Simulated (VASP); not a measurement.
W2C3: relaxation of cell and atoms with PBE

W2C3:

```
W C
1.0
     2.91782   -0.04139    0.04765
    -0.08279    5.74868   -0.03054
     0.09675   -0.03100    6.15987
W C
4 6
Direct
  0.41500 0.00210 0.74472
  0.45585 0.50828 0.77860
  0.99819 0.24695 0.23558
  0.01798 0.75556 0.23794
  0.99100 0.01871 0.48345
  0.97644 0.51919 0.46560
  0.49666 0.00342 0.13802
  0.54048 0.49702 0.13405
  0.01638 0.24910 0.86602
  0.03946 0.73347 0.89882
```

The cell was built by a generator and needn't be a form met in nature.

```
Program                : VASP 6.6.1
Task                   : relaxation of cell and atoms
Functional             : PBE
Potentials or basis    : VASP PAW PBE potentials, release 64 (W_sv, C)
Cutoff                 : 520 eV
k mesh                 : 8 × 4 × 4
Occupations            : gaussian, width 0.15 eV
Spin                   : no spin polarisation
Further INCAR settings : PREC = Normal; LREAL = Auto; ALGO = Fast; EDIFF = 1e-05; ISYM = 0; IBRION = 2; EDIFFG = -0.03; NSW = 110; ISIF = 3
```

| Quantity | Value |
| --- | --- |
| Relaxed volume | 10.34 Å³/atom |
| Relaxed cell | a = 2.943 Å, b = 5.886 Å, c = 5.968 Å, α = 90.01°, β = 90.04°, γ = 89.99° |
| Space group after relaxing (to 0.05 Å) | P-4m2 (No. 115) |
| Energy gained by relaxing | 265.2 meV/atom |
| Ionic steps | 24 |
| Pressure after relaxing | 0.0 GPa |
| Largest force after relaxing | 0.011 eV/Å |
| Band gap on the k mesh | none (metal or under the smearing width) |

Forces in eV/Å, atoms in the order of the input:
```
W    0.001  0.010 -0.006
W    0.007 -0.004  0.001
W   -0.011  0.000  0.001
W   -0.006 -0.005 -0.001
C   -0.010 -0.002  0.004
C    0.003  0.002  0.002
C   -0.001 -0.003  0.000
C    0.007 -0.005 -0.004
C    0.010  0.002 -0.005
C    0.000  0.005  0.007
```

Stress tensor (GPa, compression positive):
```
 0.02 -0.02  0.01
-0.02 -0.03  0.05
 0.01  0.05 -0.03
```

Step by step:
```tsv
step	energy change (eV)	largest force (eV/Å)	pressure (GPa)	volume (Å³)
1	0.0000	4.9618	15.96	103.27
2	-0.3748	1.2699	-33.91	119.23
3	-1.4585	2.0144	-16.86	111.18
4	-2.1261	3.6569	7.93	101.50
5	-2.3927	1.4081	-2.57	104.51
6	-2.5629	0.6890	4.96	101.93
7	-2.5756	0.4876	3.20	102.46
8	-2.6100	0.3550	-3.10	104.34
9	-2.6144	0.3576	-1.55	103.85
10	-2.6304	0.2904	0.30	103.25
11	-2.6304	0.2927	0.33	103.25
12	-2.6392	0.1886	0.23	103.28
13	-2.6426	0.2165	0.15	103.33
14	-2.6459	0.1590	-0.34	103.48
15	-2.6460	0.1949	-0.38	103.50
16	-2.6490	0.0891	0.08	103.36
17	-2.6497	0.1010	0.53	103.23
18	-2.6506	0.0838	-0.44	103.52
19	-2.6507	0.0735	-0.22	103.45
20	-2.6513	0.0460	-0.02	103.38
21	-2.6514	0.0543	0.08	103.36
22	-2.6518	0.0340	0.05	103.38
23	-2.6519	0.0412	-0.02	103.40
24	-2.6520	0.0114	-0.01	103.39
```

Final structure:
```cif
data_structure
_symmetry_space_group_name_H-M 'P 1'
_symmetry_Int_Tables_number 1
_cell_length_a 2.9430
_cell_length_b 5.8865
_cell_length_c 5.9683
_cell_angle_alpha 90.008
_cell_angle_beta 90.040
_cell_angle_gamma 89.994
_cell_volume 103.39
loop_
_atom_site_label
_atom_site_type_symbol
_atom_site_fract_x
_atom_site_fract_y
_atom_site_fract_z
_atom_site_occupancy
W1 W 0.49451 0.00338 0.75082 1
W2 W 0.49408 0.50343 0.75078 1
W3 W 0.99535 0.25331 0.24578 1
W4 W 0.99523 0.75335 0.24575 1
C1 C 0.99490 0.00338 0.49823 1
C2 C 0.99392 0.50340 0.49824 1
C3 C 0.49525 0.00343 0.12825 1
C4 C 0.49506 0.50344 0.12836 1
C5 C 0.99444 0.25336 0.86837 1
C6 C 0.99470 0.75333 0.86820 1
```

Levels at points of the mesh, in eV from the Fermi level:
| k point | band 36 | band 37 | band 38 | band 39 | band 40 | band 41 | band 42 | band 43 | band 44 | band 45 |
| --- | --- | --- | --- | --- | --- | --- | --- | --- | --- | --- |
| (0.00, 0.00, 0.00) | -1.37 | -0.89 | -0.69 | -0.69 | 0.72 | 0.72 | 1.44 | 2.01 | 2.24 | 2.32 |
| (0.50, 0.00, 0.00) | -2.34 | -2.07 | -1.46 | -1.46 | -0.89 | -0.46 | 1.44 | 2.24 | 2.62 | 3.20 |
| (0.00, 0.50, 0.00) | -1.50 | -1.45 | -1.45 | -0.68 | -0.67 | 1.23 | 1.23 | 1.69 | 1.69 | 2.39 |
| (0.50, 0.50, 0.00) | -2.10 | -1.82 | -1.82 | -0.88 | -0.88 | -0.38 | -0.38 | 1.72 | 1.72 | 3.96 |
| (0.00, 0.00, 0.50) | -1.22 | -0.79 | -0.75 | 0.85 | 1.06 | 1.19 | 1.24 | 1.24 | 1.66 | 2.13 |
| (0.50, 0.00, 0.50) | -1.22 | -0.79 | -0.75 | -0.22 | 0.08 | 0.08 | 0.85 | 1.66 | 2.55 | 3.09 |
| (0.00, 0.50, 0.50) | -2.15 | -1.28 | -1.28 | 0.58 | 0.58 | 1.17 | 1.18 | 1.33 | 1.33 | 1.65 |
| (0.50, 0.50, 0.50) | -2.12 | -1.13 | -1.12 | -0.08 | -0.08 | 0.39 | 0.39 | 1.37 | 1.37 | 3.81 |

It took 17 min on 4 MPI ranks on AMD EPYC 7R43 64-Core Processor (Zen 3), with other jobs on the host, peak memory 0.27 GiB a rank.

The run has no spin-orbit coupling, so splittings on W are missing.
